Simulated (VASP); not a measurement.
# Si (Fd-3m) in VASP: further runs

The runs below take Si through band structure, with HSE06, r2SCAN.

Program: VASP 6.6.1. These are calculated values, not measurements. Logs are shortened: lines on timing, memory, paths and dates and some standing lists are left out, and cuts for length are marked.

## (1) Starting point

The structure is cubic, space group Fd-3m (No. 227). Conventional cell: a = 5.469 Å, b = 5.469 Å, c = 5.469 Å, α = 90.00°, β = 90.00°, γ = 90.00°. Around Si (site symmetry -43m) lie 4 Si at 2.37 Å.

The cell was built by a generator and needn't be a form met in nature.

## (2) Band structure, HSE06

POSCAR reads:

```
Si                                      
1.0
    0.0000000000      2.7343105175      2.7343105175
    2.7343105175      0.0000000000      2.7343105175
    2.7343105175      2.7343105175      0.0000000000
  Si            
     2
Direct
     0.0000000000000000    0.0000000000000000    0.0000000000000000
     0.2500000000000000    0.2500000000000000    0.2500000000000000
```

INCAR.step1 reads:

```
PREC = Accurate
ENCUT = 520
EDIFF = 1E-5
ISMEAR = 0
SIGMA = 0.02
LREAL = F
LASPH = T
NELM = 60
ALGO = Normal
ISIF = 2
LWAVE = T
LCHARG = F
GGA = PE
KPAR = 4
```

INCAR.step2 reads:

```
PREC = Accurate
ENCUT = 520
EDIFF = 1E-6
ISMEAR = 0
SIGMA = 0.02
LREAL = F
LASPH = T
NELM = 60
ALGO = Normal
ISIF = 2
LWAVE = F
LCHARG = F
GGA = PE
LHFCALC = T
HFSCREEN = 0.2
PRECFOCK = Fast
ISTART = 1
KPAR = 4
```

KPOINTS reads:

```
regular mesh
0
Gamma
  6 6 6
```

KPOINTS_OPT reads:

```
path GXWKGLUWLK,UX
12
line-mode
reciprocal
 0.0000000000  0.0000000000  0.0000000000  G
 0.5000000000  0.0000000000  0.5000000000  X

 0.5000000000  0.0000000000  0.5000000000  X
 0.5000000000  0.2500000000  0.7500000000  W

 0.5000000000  0.2500000000  0.7500000000  W
 0.3750000000  0.3750000000  0.7500000000  K

 0.3750000000  0.3750000000  0.7500000000  K
 0.0000000000  0.0000000000  0.0000000000  G

 0.0000000000  0.0000000000  0.0000000000  G
 0.5000000000  0.5000000000  0.5000000000  L

 0.5000000000  0.5000000000  0.5000000000  L
 0.6250000000  0.2500000000  0.6250000000  U

 0.6250000000  0.2500000000  0.6250000000  U
 0.5000000000  0.2500000000  0.7500000000  W

 0.5000000000  0.2500000000  0.7500000000  W
 0.5000000000  0.5000000000  0.5000000000  L

 0.5000000000  0.5000000000  0.5000000000  L
 0.3750000000  0.3750000000  0.7500000000  K

 0.6250000000  0.2500000000  0.6250000000  U
 0.5000000000  0.0000000000  0.5000000000  X
```

Potentials or basis: VASP PAW PBE potentials, release 64 (Si).

On the command line:

```console
> cat potpaw_PBE.64/Si/POTCAR > POTCAR
> cp INCAR.step1 INCAR
> mpirun -np 4 vasp_std > vasp.out
> cp INCAR.step2 INCAR
> mpirun -np 4 vasp_std > vasp.out
```

OUTCAR:

```text
PREC = Accurate
   ENCUT = 520
   EDIFF = 1E-6
   ISMEAR = 0
   LREAL = F
   LASPH = T
   NELM = 60
   ISIF = 2
   GGA = PE
   LHFCALC = T
   HFSCREEN = 0.2
   PRECFOCK = Fast
   ISTART = 1

 ion  position               nearest neighbor table
   1  0.000  0.000  0.000-   2 2.37   2 2.37   2 2.37   2 2.37
   2  0.250  0.250  0.250-   1 2.37   1 2.37   1 2.37   1 2.37

  LATTYP: Found a face centered cubic cell.
 ALAT       =     5.4686210350

  Lattice vectors:

 A1 = (   0.0000000000,   2.7343105175,   2.7343105175)
 A2 = (   2.7343105175,   0.0000000000,   2.7343105175)
 A3 = (   2.7343105175,   2.7343105175,   0.0000000000)

Analysis of symmetry for initial positions (statically):
=====================================================================
 Subroutine PRICEL returns:
 Original cell was already a primitive cell.

 Routine SETGRP: Setting up the symmetry group for a
 face centered cubic supercell.

 Subroutine GETGRP returns: Found 48 space group operations
 (whereof 24 operations were pure point group operations)
 out of a pool of 48 trial point group operations.

The static configuration has the point symmetry T_d .
 The point group associated with its full space group is O_h .

Analysis of symmetry for dynamics (positions and initial velocities):
=====================================================================
 Subroutine PRICEL returns:
 Original cell was already a primitive cell.

 Routine SETGRP: Setting up the symmetry group for a
 face centered cubic supercell.

 Subroutine GETGRP returns: Found 48 space group operations
 (whereof 24 operations were pure point group operations)
 out of a pool of 48 trial point group operations.

The dynamic configuration has the point symmetry T_d .
 The point group associated with its full space group is O_h .

 Subroutine INISYM returns: Found 48 space group operations
 (whereof 24 operations are pure point group operations),
 and found     1 'primitive' translations

----------------------------------------------------------------------------------------

                                     Primitive cell

  volume of cell :      40.8859
[... 87 lines left out ...]
   ISYM   =      3    0-nonsym 1-usesym 2-fastsym
   POTIM  = 0.5000    time-step for ionic-motion
   TEBEG  =    0.0;   TEEND  =   0.0 temperature during run
   PSTRESS=    0.0 pullay stress
   NELECT =       8.0000    total number of electrons
   NUPDOWN=      -1.0000    fix difference up-down
   EMIN   =  10.00;   EMAX   =-10.00  energy-range for DOS
   EFERMI =   0.00;   METHOD = LEGACY
   ISMEAR =     0;   SIGMA  =   0.02  broadening in eV -4-tet -1-fermi 0-gaus
   EFERMI_NEDOS =   21; number of points for ismear=-14 and -15
   IALGO  =     38    algorithm
   IMIX   =      1    mixing-type and parameters
     AMIX     =   0.40;   BMIX     =  1.00
     AMIX_MAG =   1.60;   BMIX_MAG =  1.00
  volume/ion in A,a.u.               =      20.44       137.96
  Fermi-wavevector in a.u.,A,eV,Ry     =   0.950416  1.796025 12.290010  0.903290
  Thomas-Fermi vector in A             =   2.078791
   LORBIT       =      0    0 simple, 1 ext, 2 COOP (PROOUT), +10 PAW based schemes
   GGA     = PE    functional components
   LHFCALC =     T    Hartree Fock is set to
   PRECFOCK=fast      Normal, Fast or Accurate (Low or Medium for compatibility)
   ENCUT4O =  -1.0   cutoff for four orbital integrals eV
   NKREDX  =     1    reduce k-point grid by
   NKREDY  =     1    reduce k-point grid by
   NKREDZ  =     1    reduce k-point grid by
   AEXX    =    0.2500 exact exchange contribution
   HFSCREEN=    0.2000 screening length (either q_TF or 0.3 A-1)
   HFSCREENC=   0.2000 screening length for correlation (either q_TF or 0.3 A-1)
   ENCUTFOCK=  -1.0 apply spherical cutoff to Coloumb kernel
   IVDW    =     0    specifies the selected vdW correction
   LEPSILON=     F    determine dielectric tensor
   LRPA    =     F    only Hartree local field effects (RPA)
 non-spin polarized calculation
 Gauss-broadening in eV      SIGMA  =   0.02
  energy-cutoff  :      520.00
  volume of cell :       40.89
 maximum number of plane-waves:      1113
 NGX is ok and might be reduce to    30
  NGX = 18; NGY = 18; NGZ = 18

 number of electron       8.0000001 magnetization

 Free energy of the ion-electron system (eV)
  ---------------------------------------------------
  ext. energy  EPLUGINS =         0.00000000
  ---------------------------------------------------
  free energy    TOTEN  =       -12.56313600 eV

  energy without entropy =      -12.56313600  energy(sigma->0) =      -12.56313600

 E-fermi :   5.3578     XC(G=0):  -7.7714

 val. band max:        5.2581697811   @ k =   0.0000   0.0000   0.0000
 cond. band min:       6.6062797471   @ k =   0.5000   0.5000   0.0000
 fundamental gap:      1.3481099660
 Fermi energy:         5.3578251256

 k-point     1 :       0.0000    0.0000    0.0000
  band No.  band energies     occupation
      1      -7.8845      2.00000
      2       5.2582      2.00000
      3       5.2582      2.00000
      4       5.2582      2.00000
      5       8.5902      0.00000
      6       8.5902      0.00000
      7       8.5902      0.00000
      8       9.3430      0.00000
[... 155 lines left out ...]
 k-point    16 :      -0.3333    0.5000    0.1667
  band No.  band energies     occupation
      1      -3.2167      2.00000
      2      -3.2167      2.00000
      3       1.3753      2.00000
      4       1.3753      2.00000
      5       8.7368      0.00000
      6       8.7368      0.00000
      7      13.0134      0.00000
      8      13.0134      0.00000

------------------------ aborting loop because EDIFF is reached ----------------------------------------

  FORCE on cell =-STRESS in cart. coord.  units (eV):
  Direction    XX          YY          ZZ          XY          YZ          ZX
  --------------------------------------------------------------------------------------
  -------------------------------------------------------------------------------------
  Total       -0.4616933     -0.4616933     -0.4616933      0.0000000      0.0000000     -0.0000000
  in kB      -18.0921695    -18.0921695    -18.0921695      0.0000000      0.0000000     -0.0000000
  external PRESSURE =     -18.0921695 kB  Pullay stress =       0.0000000 kB

 VOLUME and BASIS-vectors are now :
 -----------------------------------------------------------------------------
  energy-cutoff  :      520.00
  volume of cell :       40.89
      direct lattice vectors                 reciprocal lattice vectors
     0.000000000  2.734310517  2.734310517    -0.182861455  0.182861455  0.182861455
     2.734310517  0.000000000  2.734310517     0.182861455 -0.182861455  0.182861455
     2.734310517  2.734310517  0.000000000     0.182861455  0.182861455 -0.182861455

 POSITION                                       TOTAL-FORCE (eV/Angst)
 -----------------------------------------------------------------------------------
      0.00000      0.00000      0.00000         0.000000      0.000000      0.000000
      1.36716      1.36716      1.36716        -0.000000     -0.000000     -0.000000
 -----------------------------------------------------------------------------------
    total drift:                                0.000000     -0.000000     -0.000000

  FREE ENERGIE OF THE ION-ELECTRON SYSTEM (eV)
  ---------------------------------------------------
  free  energy   TOTEN  =       -12.5631360019 eV

  energy  without entropy=      -12.5631360019  energy(sigma->0) =      -12.56313600
```

OUTCAR.step1:

```text
PREC = Accurate
   ENCUT = 520
   EDIFF = 1E-5
   ISMEAR = 0
   LREAL = F
   LASPH = T
[... 389 lines left out ...]
 -----------------------------------------------------------------------------------
      0.00000      0.00000      0.00000        -0.000000     -0.000000      0.000000
      1.36716      1.36716      1.36716         0.000000      0.000000     -0.000000
 -----------------------------------------------------------------------------------
    total drift:                               -0.000000     -0.000000     -0.000000

  FREE ENERGIE OF THE ION-ELECTRON SYSTEM (eV)
  ---------------------------------------------------
  free  energy   TOTEN  =       -10.8263417967 eV

  energy  without entropy=      -10.8263417967  energy(sigma->0) =      -10.82634180
```

Run time: 3.3 min. Hardware: 4 MPI ranks of Intel Xeon 6975P-C (Granite Rapids), shared host; peak memory 0.35 GiB.

What came out:

- Free energy: -12.5631 eV
- Pressure: -1.8 GPa
- Band gap on the k mesh: 1.35 eV, indirect (least direct gap 3.33 eV)
- Band gap along the path: 1.20 eV, indirect (least direct gap 3.33 eV)

Levels at the corners of the path, in eV from the valence-band top:
```tsv
point	band 1	band 2	band 3	band 4	band 5	band 6	band 7	band 8
Γ	-13.14	0.00	0.00	0.00	3.33	3.33	3.33	4.08
X	-8.60	-8.60	-3.08	-3.08	1.35	1.35	11.32	11.33
X	-8.60	-8.60	-3.08	-3.08	1.35	1.35	11.32	11.33
W	-8.43	-8.43	-4.10	-4.10	5.06	5.06	5.92	5.92
W	-8.43	-8.43	-4.10	-4.10	5.06	5.06	5.92	5.92
K	-9.07	-7.95	-4.59	-2.61	1.87	4.94	8.56	9.07
K	-9.07	-7.95	-4.59	-2.61	1.87	4.94	8.56	9.04
Γ	-13.14	0.00	0.00	0.00	3.33	3.33	3.33	4.08
Γ	-13.14	0.00	0.00	0.00	3.33	3.33	3.33	4.08
L	-10.61	-7.61	-1.29	-1.29	2.18	4.16	4.16	8.61
L	-10.61	-7.61	-1.29	-1.29	2.18	4.16	4.16	8.61
U	-9.07	-7.95	-4.59	-2.61	1.87	4.94	8.56	9.04
U	-9.07	-7.95	-4.59	-2.61	1.87	4.94	8.56	9.05
W	-8.43	-8.43	-4.10	-4.10	5.06	5.06	5.92	5.92
W	-8.43	-8.43	-4.10	-4.10	5.06	5.06	5.92	5.92
L	-10.61	-7.61	-1.29	-1.29	2.18	4.16	4.16	8.61
L	-10.61	-7.61	-1.29	-1.29	2.18	4.16	4.16	8.61
K	-9.07	-7.95	-4.59	-2.61	1.87	4.94	8.56	9.08
U	-9.07	-7.95	-4.59	-2.61	1.87	4.94	8.56	9.04
X	-8.60	-8.60	-3.08	-3.08	1.35	1.35	11.33	11.40
```

Caveat: the PAW data sets were made with another functional, which shifts forces and pressure a little; the mesh misses the band edges, which the band path finds closer together.

## (3) Band structure, r2SCAN

INCAR reads:

```
PREC = Accurate
ENCUT = 520
EDIFF = 1E-6
ISMEAR = 0
SIGMA = 0.02
LREAL = F
LASPH = T
NELM = 60
ALGO = Normal
ISIF = 2
LWAVE = F
LCHARG = F
METAGGA = R2SCAN
LMIXTAU = T
KPAR = 4
```

KPOINTS reads:

```
regular mesh
0
Gamma
  10 10 10
```

POSCAR is that of step 2.

KPOINTS_OPT: that of step 2 with these lines changed.

```diff
@@ -1,3 +1,3 @@
 path GXWKGLUWLK,UX
-12
+20
 line-mode
```

Potentials or basis: VASP PAW PBE potentials, release 64 (Si).

On the command line:

```console
> cat potpaw_PBE.64/Si/POTCAR > POTCAR
> mpirun -np 4 vasp_std > vasp.out
```

Run time: 26 s. Hardware: 4 MPI ranks of Intel Xeon 6975P-C (Granite Rapids), shared host; peak memory 0.17 GiB.

The run converged. Its results:

* Free energy: -17.5469 eV
* Pressure: -1.5 GPa
* Band gap on the k mesh: 0.81 eV, indirect (least direct gap 2.75 eV)
* Band gap along the path: 0.81 eV, indirect (least direct gap 2.75 eV)

Levels at the corners of the path, in eV from the valence-band top:
| point | band 2 | band 3 | band 4 | band 5 | band 6 | band 7 |
| --- | --- | --- | --- | --- | --- | --- |
| Γ | 0.00 | 0.00 | 0.00 | 2.75 | 2.75 | 2.75 |
| X | -8.09 | -2.95 | -2.95 | 0.96 | 0.96 | 10.69 |
| X | -8.09 | -2.95 | -2.95 | 0.96 | 0.96 | 10.69 |
| W | -7.93 | -3.94 | -3.94 | 4.60 | 4.60 | 5.35 |
| W | -7.93 | -3.94 | -3.94 | 4.60 | 4.60 | 5.35 |
| K | -7.47 | -4.39 | -2.51 | 1.46 | 4.45 | 7.90 |
| K | -7.47 | -4.39 | -2.51 | 1.46 | 4.45 | 7.90 |
| Γ | 0.00 | 0.00 | 0.00 | 2.75 | 2.75 | 2.75 |
| Γ | 0.00 | 0.00 | 0.00 | 2.75 | 2.75 | 2.75 |
| L | -7.17 | -1.25 | -1.25 | 1.80 | 3.60 | 3.60 |
| L | -7.17 | -1.25 | -1.25 | 1.80 | 3.60 | 3.60 |
| U | -7.47 | -4.39 | -2.51 | 1.46 | 4.45 | 7.90 |
| U | -7.47 | -4.39 | -2.51 | 1.46 | 4.45 | 7.90 |
| W | -7.93 | -3.94 | -3.94 | 4.60 | 4.60 | 5.35 |
| W | -7.93 | -3.94 | -3.94 | 4.60 | 4.60 | 5.35 |
| L | -7.17 | -1.25 | -1.25 | 1.80 | 3.60 | 3.60 |
| L | -7.17 | -1.25 | -1.25 | 1.80 | 3.60 | 3.60 |
| K | -7.47 | -4.39 | -2.51 | 1.46 | 4.45 | 7.90 |
| U | -7.47 | -4.39 | -2.51 | 1.46 | 4.45 | 7.90 |
| X | -8.09 | -2.95 | -2.95 | 0.96 | 0.96 | 10.69 |

Caveat: the PAW data sets were made with another functional, which shifts forces and pressure a little. r2SCAN opens gaps a little over a GGA but as a rule still falls short of measured ones.
